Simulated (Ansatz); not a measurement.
Calculation log, AgI (F-43m) (effective masses from band slopes)

Method: LDA, PAW on Ansatz 0.2.0's default frozen-core files (fitted under PBE), scalar-relativistic.

The cell comes from a PAW relaxation under the same functional.

The run reads the converged density of an earlier one (folder ck) and solves the listed points alone.

Command line:

```sh
ansatz run input.yaml --threads 1 --pin off --max-ram 3072MiB --backend cpu --events-out ev --progress --plain --runs-dir out
```

Input:

```yaml
crystal:
  lattice:
    - [0.0, 3.1739604665, 3.1739604665]
    - [3.1739604665, 0.0, 3.1739604665]
    - [3.1739604665, 3.1739604665, 0.0]
  atoms:
    - { symbol: Ag, position: [0.0, 0.0, 0.0] }
    - { symbol: I, position: [0.75, 0.75, 0.75] }
kpoints:
  mp_grid: { grid: [6, 6, 6] }
scf:
  occupations: { method: fixed }
hamiltonian:
  xc: lda
  pseudopotentials: { kind: paw }
output:
  eigenstates:
    kpoints:
      - [0.0, 0.0, 0.0]
      - [0.0, 0.002525757, 0.002525757]
      - [0.0, 0.005051515, 0.005051515]
      - [0.0, 0.01010303, 0.01010303]
      - [0.002525757, 0.0, 0.002525757]
      - [0.005051515, 0.0, 0.005051515]
      - [0.01010303, 0.0, 0.01010303]
      - [0.002525757, 0.002525757, 0.0]
      - [0.005051515, 0.005051515, 0.0]
      - [0.01010303, 0.01010303, 0.0]
      - [0.00178598, 0.00178598, 0.00357196]
      - [0.00357196, 0.00357196, 0.007143921]
      # ... 22 further points ...
      - [0.011665974, 0.011665974, 0.011665974]
      - [-0.001031136, -0.001031136, 0.002062272]
      - [-0.002062272, -0.002062272, 0.004124545]
      - [-0.004124545, -0.004124545, 0.008249089]
    de_dk: true
    e_range: [-3, 4.056799928849]
checkpoint:
  read: ck
  post_process_only: true
```

The program printed:

```
Warning: RAYON_NUM_THREADS=1 ignored (pool sized by the plan → 1); use --threads N
Engine: ansatz 0.2.0, x86_64-unknown-linux-gnu
Pseudopotentials: kind: paw
Pseudopotential: Ag, paw, valence charge 19, recommended cutoff 420 eV (normal), Ag.paw.azcp
Pseudopotential: I, paw, valence charge 17, recommended cutoff 420 eV (normal), I.paw.azcp
Functional definition: SPW92
  exchange = slater_x
  correlation = pw_c
Crystal: 2 atoms, lattice volume = 63.949 Å³
Basis set: ecut = 420 eV, 1243 PW (Γ)
Bands: 22, of which v1, the nominal top of the filled ones, is band 18 counted from 1 (17 counted from 0)
Symmetry: 24 space group operations
Space group: F-43m (ITA 216), of the structure as read, at distance tolerance 4.0e-5 Å
k-points: 16 of 216 (time reversal used)
Non-local potential: Ag, projectors of the file, l = 0: 3, l = 1: 2, l = 2: 2, l = 3: 1
Non-local potential: I, projectors of the file, l = 0: 2, l = 1: 2, l = 2: 2, l = 3: 2
PAW form: soft (Blöchl's): semilocal exchange-correlation on the pseudo side does not see the compensation charge
[... 4 lines left out ...]
Initial density: read from a saved state, or passed on in memory by an earlier SCF of this step, an earlier step, the calling program or the single point that the run made first
Stability of the state it starts from, as read at its close in the unpolarized treatment: not read negative (Ritz values of 1 − χ₀K, real part plus size of imaginary part, from 0.96 to 1.1, by its mixing steps under the symmetry ...
Initial wavefunctions: pseudopotential atomic-orbital guess
Functional: x = slater, c = lda
NSCF: frozen V_eff on 16 k-points
SCF 1: post-processed at a frozen density
  greatest PAW one-centre occupation: 1.002 electrons in one spin orbital (limit 2), on the Ag atom at site 0 (counted from 0), in its partial waves of l = 0
NSCF: frozen V_eff on 38 k-points
post-processed at a frozen density (a non-self-consistent diagonalisation pass)
Frozen density: held to its close (this run's Kohn–Sham map moves it by 0.963 times the closing residual that it is held to, a close tighter than 2.5e-8 e/Å³ being held as that figure; up to 4 times is held)
Free energy (F): -14814.307126 eV
Harris-Foulkes:  -14814.307126 eV  (|F-HF|=3.64e-12)
Internal energy: -14814.307126 eV  (E = F + TS)
E sigma→0 (E₀):  -14814.307126 eV
Fermi energy:    7.539728 eV
--- Per-component energies (eV) ---
  E_band       = -763.361560
  E_kinetic    = 718.909619
  E_local      = -5368.238005  (includes V_loc(G=0)·N_el)
  E_nonlocal   = 3.285730
  E_hartree    = 2540.845016
  E_xc         = -310.118725
  E_vxc        = -362.183635  (∫ρ·V_xc dr)
  E_paw        = -8432.820261  (= ΣΔE_a)
  E_vpaw       = -836.825662  (= ΣTr[D̂ρ^β])
  E_aug_tail   = 0.000338  (compensation charges beyond the density's cutoff)
  E_ewald      = -3967.676860
  E_core_change = 1.506023  (= ΣΔE_core)
  E_smearing   = -0.000000  (= −TS)
  E_closure    = 0.000000  (closes the sum)
  Σ components = -14814.307126   (vs F -14814.307126, Δ=0.00e0)
```

The pass finished at the stored density.

**Band extrema**

Band extrema of a crystal from Kohn-Sham levels and slopes, searched on the fine mesh and refined; masses in electron masses from slopes a step away, negative for holes; Cartesian axes as in the input; principal masses of single bands.

```json
{"Fine mesh": "10, 10, 10", "Band gap": "1.057 eV", "Least direct gap on mesh": "1.057 eV"}
```

```tsv
side	point	k a (r.l.u.)	k b (r.l.u.)	k c (r.l.u.)	valleys	level (eV over the valence top)	mass light (mₑ)	mass middle (mₑ)	mass heavy (mₑ)
conduction	Gamma	0	0	0	1	1.057	0.133	0.133	0.133
valence	Gamma	0	0	0	1	0	–	–	–
```

**Masses along directions**

Branches counted from each extremum; the finite step makes the lightest masses up to 3 per cent heavy.

| Property | Result |
| --- | --- |
| Fine mesh | 10, 10, 10 |

```tsv
side	point	k a (r.l.u.)	k b (r.l.u.)	k c (r.l.u.)	direction	number	level from its edge (eV)	band mass (mₑ)
conduction	Gamma	0	0	0	100	1	0	0.133
conduction	Gamma	0	0	0	010	1	0	0.133
conduction	Gamma	0	0	0	001	1	0	0.133
conduction	Gamma	0	0	0	110	1	0	0.133
conduction	Gamma	0	0	0	111	1	0	0.1331
conduction	Gamma	0	0	0	11-2	1	0	0.133
valence	Gamma	0	0	0	100	1	0	-0.6258
valence	Gamma	0	0	0	100	2	0	-0.6258
valence	Gamma	0	0	0	100	3	0	-0.1562
valence	Gamma	0	0	0	010	1	0	-0.6258
valence	Gamma	0	0	0	010	2	0	-0.6258
valence	Gamma	0	0	0	010	3	0	-0.1562
valence	Gamma	0	0	0	001	1	0	-0.6258
valence	Gamma	0	0	0	001	2	0	-0.6258
valence	Gamma	0	0	0	001	3	0	-0.1562
valence	Gamma	0	0	0	110	1	0	-2.563
valence	Gamma	0	0	0	110	2	0	-0.6258
valence	Gamma	0	0	0	110	3	0	-0.1314
valence	Gamma	0	0	0	111	1	0	-1.262
valence	Gamma	0	0	0	111	2	0	-1.262
valence	Gamma	0	0	0	111	3	0	-0.1248
valence	Gamma	0	0	0	11-2	1	0	-1.341
valence	Gamma	0	0	0	11-2	2	0	-0.8368
valence	Gamma	0	0	0	11-2	3	0	-0.1306
```

Known limits: frozen-core PAW files fitted under PBE, their cores solved anew for the functional of the run; no spin-orbit coupling on heavy atoms; semilocal gaps are low, and what follows the gap (onsets, screening, light masses) shifts with it; without spin-orbit coupling, bands that meet at the valence top are not the light and heavy holes of experiment.

Time and hardware: 2.5 s on 1 thread of Intel(R) Xeon(R) 6975P-C (Granite Rapids), with other jobs on the host, peak memory 0.32 GiB.
